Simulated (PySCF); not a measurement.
## Orbital energies and ionisation energy

Species: propanoic acid, C₃H₆O₂.
Z-matrix (Å and degrees, PBE0-D3(BJ)/def2-SVP geometry), rows numbered from 1:
```
C 
C   1  1.5146
C   2  1.5045  1  113.08
O   3  1.2027  2  125.64  1     0.80
O   3  1.3414  2  111.86  1  -179.29
H   1  1.0992  2  110.85  3  -179.11
H   1  1.0994  2  110.97  3   -58.58
H   1  1.0994  2  111.02  3    60.38
H   2  1.1031  1  112.07  3  -121.31
H   2  1.1033  1  112.00  3   121.15
H   5  0.9694  3  106.31  2  -179.86
```

Level: CAM-B3LYP/def2-SVPD (PySCF). Frontier orbitals with their largest atomic shares (Löwdin; up to four atoms above 4 %):

```tsv
orbital	ε (eV)	main atoms
HOMO−3	-11.94	C1 33 %, H6 16 %, C2 11 %, O4 9 %
HOMO−2	-11.43	C1 27 %, C2 23 %, H8 11 %, H7 11 %
HOMO−1	-10.97	O4 43 %, O5 41 %, C3 12 %
HOMO	-9.74	?
LUMO	1.05	O5 26 %, C3 20 %, H11 12 %, C2 10 %
LUMO+1	1.24	C3 37 %, O4 28 %, O5 12 %, C2 10 %
LUMO+2	1.62	C1 20 %, O5 19 %, H6 12 %, H11 10 %
```

Q: What vertical ionisation energy does ΔSCF give, and how far is −ε(HOMO) from it?

A: ΔSCF: 10.80 eV (1042 kJ/mol; threshold wavelength 115 nm); ⟨S²⟩ of the doublet left behind is 0.756, against 0.75 for a pure doublet. −ε(HOMO) is 9.74 eV, 1.06 eV below it. In exact Kohn–Sham theory the two would be equal; CAM-B3LYP (range-separated hybrid) falls short of its own ΔSCF value by 10 %.

Q: On which atoms does the HOMO lie?

A: O4 (acid carbonyl oxygen) 66 %, O5 (acid hydroxyl oxygen) 11 %, C2 (sp3 carbon next to a carbonyl) 9 %, C3 (carboxylic acid carbon) 9 %, so more than half of it is on one atom. The HOMO−1 lies 1.23 eV lower.

Q: Shift the occupied levels rigidly so that −ε(HOMO) equals the ΔSCF value. What binding energies result?

A: The shift is +1.06 eV: HOMO 10.80, HOMO−1 12.03, HOMO−2 12.49, HOMO−3 13.00 eV. A rigid shift is only a rough guide to the deeper ionisations.

Q: With α = 45.1 au, estimate the like-pair dispersion coefficient by London's formula C6 = (3/4)α²I.

A: I = 0.3969 Eh, so C6 ≈ 604 au, a rough estimate.

Geometry: PBE0-D3(BJ)/def2-SVP, one conformer, isolated molecule.
